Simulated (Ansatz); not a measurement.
## MgTe₄ polymorphs, one row open

Theory: DFT PBE, scalar-relativistic, plane waves, PAW (Ansatz 0.2.0). All cells share a 420 eV cutoff and Γ-centred k meshes spaced at most about 0.3 Å⁻¹ (about 0.25 or finer for metals, 2π included). No spin polarisation.

All energies are static (0 K, no zero-point motion). Rows are sorted by volume; energies count from the lowest form computed. Coordination counts Te atoms around Mg (those within 1.25 times the shortest such distance or 1.15 times the sum of covalent radii, 1.27 where that leaves under three; a plus sign parts nearer from farther groups; the shortest distance is added where it exceeds 1.18 times the sum of covalent radii).

| row | form | source | atoms | coordination | V (Å³/atom) | gap on mesh (eV) | ΔE (meV/atom) |
| --- | --- | --- | --- | --- | --- | --- | --- |
| 1 | Pm-3m | invented | 5 | Mg 6 | 31.8 | 0 | 388 |
| 2 | P-43m | invented | 5 | Mg 4 | 32.6 | 0 | 379 |
| 3 | R-3m | invented | 5 | Mg 6 | 33.6 | 0 | ? |
| 4 | I4/m | invented | 5 | Mg 4 | 37.6 | 0 | 0 |
| 5 | Pm-3m | invented | 5 | Mg 12+8 from 4.1 Å | 38.3 | 0 | 506 |

The cell of row 3:

```yaml
crystal:
  lattice:
    - [3.30772, 1.90971, 4.42896]
    - [-3.30772, 1.90971, 4.42896]
    - [0.00000, -3.81943, 4.42896]
  atoms:
    - { symbol: Mg, position: [0.50000, 0.50000, 0.50000] }
    - { symbol: Te, position: [0.50000, 0.50000, 0.00000] }
    - { symbol: Te, position: [0.00000, 0.50000, 0.50000] }
    - { symbol: Te, position: [0.50000, 0.00000, 0.50000] }
    - { symbol: Te, position: [0.00000, 0.00000, 0.00000] }
```

Problem. How far above the lowest form does the open row lie?

Solution. 84 meV/atom, which puts it above row 4 and below row 2. Counting Te atoms around Mg, row 3 has Mg 6 and the lowest form (row 4) has Mg 4. The lowest form (row 4) holds Te–Te chains (shortest 2.90 Å); in row 3 the shortest Te–Te distance is 3.31 Å, near bonding range too.

An observed structure of this formula, if there is one, may be missing.

Spin–orbit coupling, which can matter for Te, is left out. Cells relaxed within their symmetry can be saddle points. Some types were kept out of the candidates beforehand, so the set may lack a known form.

Mg coordination alone doesn't set the energy order: rows 1 and 3 both have six Te around Mg, and rows 2 and 4 both have four, yet each pair is widely split. Density doesn't set it either, since the lowest form is among the most open. Te–Te bonding is the more likely control. Mg supplies only two electrons to four Te atoms, too few to close every Te 5p shell, so the tellurium must share electrons with itself. The 2.90 Å contacts in row 4 are close to a normal single bond. In row 3 the cell gives flat triangular Te nets with six equal contacts at 3.31 Å, which suggests weaker, delocalised multicentre bonding that recovers only part of that stabilisation. Row 5 fares worst, probably because Mg sits in an oversized cage with little electrostatic or covalent attraction to Te. The absence of a gap throughout fits incompletely filled Te p bands. The ranking compares polymorphs only and doesn't show that any of them resists decomposition into MgTe and tellurium.
